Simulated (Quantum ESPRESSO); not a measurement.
InAs under changes of volume

One of the cells (27.489 Å³/atom); the others are scaled copies at fixed shape and fractional positions:

```xyz
2
Lattice="0.0000 3.0180 3.0180 3.0180 0.0000 3.0180 3.0180 3.0180 0.0000" Properties=species:S:1:pos:R:3 pbc="T T T"
In    0.0000    0.0000    0.0000
As    4.5270    4.5270    4.5270
```

| Quantity | Value |
| --- | --- |
| Program | Quantum ESPRESSO 7.5 |
| Functional | r2SCAN |
| Potentials or basis | SG15 PBE 1.2 |
| Cutoff | 952 eV |
| Density cutoff | 3810 eV |
| k mesh | 6 × 6 × 6 |
| Occupations | fermi-dirac, width 0.05 eV |
| Spin | no spin polarisation |

```csv
volume (Å³/atom),energy over the lowest point (meV/atom),pressure (GPa)
25.840,?,?
26.389,27.40,4.7
26.939,13.70,3.2
27.489,4.85,1.8
28.039,0.44,0.6
28.588,0.00,-0.5
29.138,3.13,-1.5
```

Q: What does the run at 25.840 Å³/atom give?

A: Energy over the lowest point 46.34 meV/atom; pressure 6.3 GPa.

Worked out: A Birch-Murnaghan fit of order 3 (a polynomial in V^(-2/3)) to the other rows has its minimum at 28.38 Å³/atom with B0 = V·E''(V) = 56 GPa and B' = 4.3. It gives 46.50 meV/atom at 25.840 Å³/atom, against the run's 46.34, and -dE/dV = 6.4 GPa, against 6.3.

Energies are extrapolated to zero smearing.

Caveats: the potentials were made for another functional, which shifts forces and pressure.
